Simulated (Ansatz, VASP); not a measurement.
# One calculation of CuO, two programs

The input INCAR:

```
SYSTEM = CuO
PREC = Accurate ; ENCUT = 520
EDIFF = 1E-7 ; ISMEAR = -1
SIGMA = 0.05 ; LREAL = .FALSE.
LASPH = .TRUE. ; NELM = 80
ALGO = Normal ; ISIF = 2
LWAVE = .FALSE. ; LCHARG = .FALSE.
GGA = PS ; NBANDS = 25
```

KPOINTS

```
Automatic mesh
0
G
  9 9 5
  0 0 0
```

File POSCAR:

```
CuO
1.0
    3.2659564870      0.0000000000      0.0000000000
   -1.6329782385      2.8284012808      0.0000000000
    0.0000000000      0.0000000000      5.3488826646
Cu O
2 2
Direct
    0.6666666667      0.3333333333      0.0000000000
    0.3333333333      0.6666666667      0.5000000000
    0.6666666667      0.3333333333      0.6252000000
    0.3333333333      0.6666666667      0.1252000000
```

input.yaml

```yaml
crystal:
  lattice:
    - [3.265956487, 0.0, 0.0]
    - [-1.6329782385, 2.8284012808, 0.0]
    - [0.0, 0.0, 5.3488826646]
  atoms:
    - { symbol: Cu, position: [0.6666666667, 0.3333333333, 0.0] }
    - { symbol: Cu, position: [0.3333333333, 0.6666666667, 0.5] }
    - { symbol: O, position: [0.6666666667, 0.3333333333, 0.6252] }
    - { symbol: O, position: [0.3333333333, 0.6666666667, 0.1252] }
hamiltonian:
  xc: pbesol
  pseudopotentials: { kind: paw }
kpoints:
  mp_grid: { grid: [9, 9, 5] }
scf:
  occupations: { method: fermi_dirac, width: 0.05 }
output:
  forces: true
  stress: true
  eigenvalues: true
```

Measurements of this composition are mostly on another form, of space group No. 15.

Alike in both runs: task single point; functional PBEsol; k mesh 9 × 9 × 5; occupations fermi-dirac, width 0.05 eV; no spin polarisation.

```csv
,VASP,Ansatz
version,VASP 6.6.1,Ansatz 0.2.0
potentials or method,"VASP PAW PBE potentials, release 64 (Cu, O)",Ansatz PAW
plane-wave cutoff (eV),520,420
valence electrons in the cell,34,50
```

```tsv
	VASP	Ansatz	Ansatz less VASP
gap on the k mesh at the Fermi level (eV)	none	none	-
pressure (GPa)	-13.0	-13.4	-0.47
largest component of the traceless stress (GPa)	0.99	1.03	+0.036
rms of the force components (eV/Å)	0.045	0.046	+0.0010
```

Atom by atom the forces differ by 0.001 eV/Å (rms over components). A gap of «none» marks a metal or a gap that the smearing closes. The two sets of potentials don't hold the same shells in valence.

Caveats: the run has no spin polarisation, though such a crystal can be magnetic; semilocal functionals often make such compounds metallic where correlation or magnetic order opens a gap, which also shifts bond lengths; the PAW data sets were made with another functional, which shifts forces and pressure a little (VASP); the pressure holds a Pulay correction of +0.7 GPa for the finite cutoff (Ansatz); the PAW data sets come from PBE, with cores solved anew for the run's functional, which leaves a small shift of forces and pressure (Ansatz).
